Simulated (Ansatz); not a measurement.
# AlGaN2: the cost of one run

Program: Ansatz 0.2.0. Level of theory: DFT PBE, scalar-relativistic, plane waves, PAW. These are calculated values, not measurements.

## Step 1: The structure to begin with

The structure is orthorhombic, space group Immm (No. 71). The conventional cell has a = 4.294 Å, b = 4.506 Å, c = 6.885 Å, α = 90.00°, β = 90.00°, γ = 90.00°. Around Al (site symmetry mmm) lie 2 Ga at 2.25 Å. Ga (site symmetry mmm) has 2 N at 1.48 Å as nearest neighbours. Around N (site symmetry 2mm) lie 1 N at 1.32 Å and 1 Ga at 1.48 Å.

As a file:

```
Al Ga N
1.0
    -2.14680    2.25288    3.44235
     2.14680   -2.25288    3.44235
     2.14680    2.25288   -3.44235
Al Ga N
1 1 2
Direct
  0.50000 0.50000 0.00000
  0.00000 0.50000 0.50000
  0.00000 0.84579 0.84579
  0.00000 0.15421 0.15421
```

A structure generator made this guess: random cell by space group and Wyckoff sites (Immm, No. 71). The dimensions are guesses.

## Step 2: The guess as it stands, on a coarse mesh

input.yaml reads:

```yaml
crystal:
  lattice:
    - [-2.14679675, 2.25287739, 3.44234614]
    - [2.14679675, -2.25287739, 3.44234614]
    - [2.14679675, 2.25287739, -3.44234614]
  atoms:
    - { symbol: Al, position: [0.5, 0.5, 0.0] }
    - { symbol: Ga, position: [0.0, 0.5, 0.5] }
    - { symbol: "N", position: [0.0, 0.84579108, 0.84579108] }
    - { symbol: "N", position: [0.0, 0.15420892, 0.15420892] }
basis:
  ecutwfc: 420
kpoints:
  mp_grid: { grid: [6, 6, 6] }
hamiltonian:
  xc: pbe
scf:
  occupations: { method: gaussian, width: 0.1 }
  lower_state_search: "off"
output:
  forces: true
  stress: true
  eigenvalues: true
```

Started as:

```bash
> ansatz run input.yaml --threads 1 --pin off --max-ram 2560MiB --backend cpu --events-out ev --progress --plain --runs-dir out
```

What time and memory should one allow on 1 thread of Intel Xeon 6975P-C (Granite Rapids), shared host?

About 1.8 s, with a peak of 0.4 GiB.
